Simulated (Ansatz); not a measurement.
# ZnTe: pressure series

The parent structure is ZnTe in the zinc blende structure (space group F-43m, No. 216; a = 6.066 Å).

Cell and atoms are relaxed at each pressure.

Calculations: PBEsol, PAW, 420 eV (Ansatz, an electronic-structure program; no spin-orbit coupling).

| change | band gap | electron mass | gap character | shortest interatomic distance |
|---|---|---|---|---|
| base | 1.24 eV | 0.083 mₑ (at Γ) | direct at Γ | 2.627 Å |
| pressure −2 GPa | 1.03 eV | 0.073 mₑ (at Γ) | direct at Γ | 2.666 Å |
| pressure −1 GPa | 1.14 eV | 0.078 mₑ (at Γ) | direct at Γ | 2.645 Å |
| pressure 0.9 GPa | (withheld) | (withheld) | direct at Γ | (withheld) |
| pressure 2.1 GPa | 1.42 eV | 0.091 mₑ (at Γ) | direct at Γ | 2.594 Å |
| pressure 4.5 GPa | 1.61 eV | 0.098 mₑ (at Γ) | direct at Γ | 2.562 Å |
| pressure 9 GPa | 1.82 eV | 1.0 mₑ along k, 0.23 mₑ across (off the special points) | indirect, Γ → Γ–X (86 % along) | 2.514 Å |
| pressure 15 GPa | 1.65 eV | 1.1 mₑ along k, 0.22 mₑ across (off the special points) | indirect, Γ → Γ–X (86 % along) | 2.465 Å |
| pressure 22.5 GPa | 1.46 eV | 1.5 mₑ along k, 0.22 mₑ across (off the special points) | indirect, Γ → a point along ⟨100⟩, about 1.0 Å⁻¹ from Γ | 2.417 Å |
| pressure 30 GPa | 1.29 eV | 1.6 mₑ along k, 0.22 mₑ across (off the special points) | indirect, Γ → a point along ⟨100⟩, about 1.0 Å⁻¹ from Γ | 2.378 Å |

**Question.** Fill in the withheld entries from the trend.

**Answer.** 
- pressure 0.9 GPa, band gap: 1.32 eV
- pressure 0.9 GPa, electron mass: 0.086 mₑ (at Γ)
- pressure 0.9 GPa, shortest interatomic distance: 2.612 Å

Spin-orbit coupling, missing from the scalar runs, can matter with Te. Load acts through the strain it causes; cell and atoms are relaxed under it. Effective masses come from finite differences of ±0.01 Å⁻¹. Along k means along the line from Γ to the band edge. Whether these cells are dynamically stable was not tested. Measured, ZnTe leaves this structure (for cinnabar) near 9.5 GPa (temperature not stated; as listed in Datta, Sujoy, Jana, Debnarayan, arXiv (2020)), on rising pressure, with hysteresis.
